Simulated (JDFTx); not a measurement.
Fe:

```
Fe
1.0
    -1.44300    1.44300    1.44300
     1.44300   -1.44300    1.44300
     1.44300    1.44300   -1.44300
Fe
1
Direct
  0.00000 0.00000 0.00000
```

Base run:

| Property | Result |
| --- | --- |
| Program | JDFTx 1.7.0 (patched build) |
| Functional | PBE |
| Potentials or basis | PseudoDojo-SR-PBE-0.5-standard with smoothed tails |
| Cutoff | 1225 eV |
| Density cutoff | 4898 eV |
| k mesh | 13 × 13 × 13 |
| Occupations | fermi-dirac, width 0.05 eV |
| Spin | collinear spin, ferromagnetic start |
| Starting moments | [3.0] μB |

Its results: band gap on the k mesh none (metal or under the smearing width); pressure -5.0 GPa; net moment 2.46 μB per cell; site moments Fe +2.56 μB.

Task: The run is repeated on the same cell with these changes: hubbard terms from none to Fe d U = 6 eV; hubbard projectors from none to atomic pseudo-orbitals, not orthogonalised. What comes out?

Result: Band gap on the k mesh none (metal or under the smearing width); pressure 21.8 GPa; net moment 2.68 μB per cell; site moments Fe +2.76 μB.

Caveats: the U is typed as a test and isn't derived for this compound (some runs).
